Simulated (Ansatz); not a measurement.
# CdS (Hawleyite): the cost of one run

Method: DFT, PBE, plane-wave PAW, default files, scalar-relativistic, as far as a step names no other, in Ansatz 0.2.0.

**1. Starting point**

Symmetry: F-43m, No. 216, cubic system. The conventional cell has a = 5.833 Å, b = 5.833 Å, c = 5.833 Å, α = 90.00°, β = 90.00°, γ = 90.00°. Cd (site symmetry -43m) is surrounded by 4 S at 2.53 Å. Around S (site symmetry -43m) lie 4 Cd at 2.53 Å.

As a file:

```xyz
2
Lattice="0.0000 2.9165 2.9165 2.9165 0.0000 2.9165 2.9165 2.9165 0.0000" Properties=species:S:1:pos:R:3 pbc="T T T"
Cd    0.0000    0.0000    0.0000
S     1.4583    1.4583    1.4583
```

The earlier run gave: gap on the mesh 1.15 eV, largest force 0.000 eV/Å, pressure 2.8 GPa.

The printed gradients, by site:

```tsv
site	atoms	first shell	V_zz (10²¹ V/m²)	η	C_Q (MHz)
Cd	1	4 S at 2.53 Å	0.00	–	–
S	2	4 Cd at 2.53 Å	0.00	–	0 (³³S)
```

C_Q = eQV_zz/h, which is 24.18 MHz for Q = 1 b and V_zz = 10²¹ V/m²; η = (V_xx − V_yy)/V_zz. Q values from Pyykkö, Mol. Phys. 116, 1328 (2018). A dash under C_Q marks elements without a common quadrupolar isotope.

**2. Z stretched by +3 %, ions relaxed**

Input file input.yaml:

```yaml
crystal:
  lattice:
    - [0.0, 2.9165, 3.003995]
    - [2.9165, 0.0, 3.003995]
    - [2.9165, 2.9165, 0.0]
  atoms:
    - { symbol: Cd, position: [0.0, 0.0, 0.0] }
    - { symbol: S, position: [0.25, 0.25, 0.25] }
kpoints:
  mp_grid: { grid: [13, 13, 13] }
scf:
  occupations: { method: fermi_dirac, width: 0.02 }
hamiltonian:
  xc: pbe
  pseudopotentials: { kind: paw }
output:
  forces: true
  stress: true
  populations: true
  efg: { quadrupole_moments_barn: { S: -0.0694 }, contact_densities: true }
relax:
  f_tol: 0.02
  max_steps: 60
```

Launch:

```console
$ ansatz run input.yaml --threads 1 --pin off --max-ram 3072MiB --backend cpu --events-out ev --progress --plain --runs-dir out
```

Q: Estimate wall time and peak memory on 1 thread of Intel Xeon Platinum 8375C at 2.90GHz (Ice Lake), shared host.

About 12 s, with a peak of 0.59 GiB.
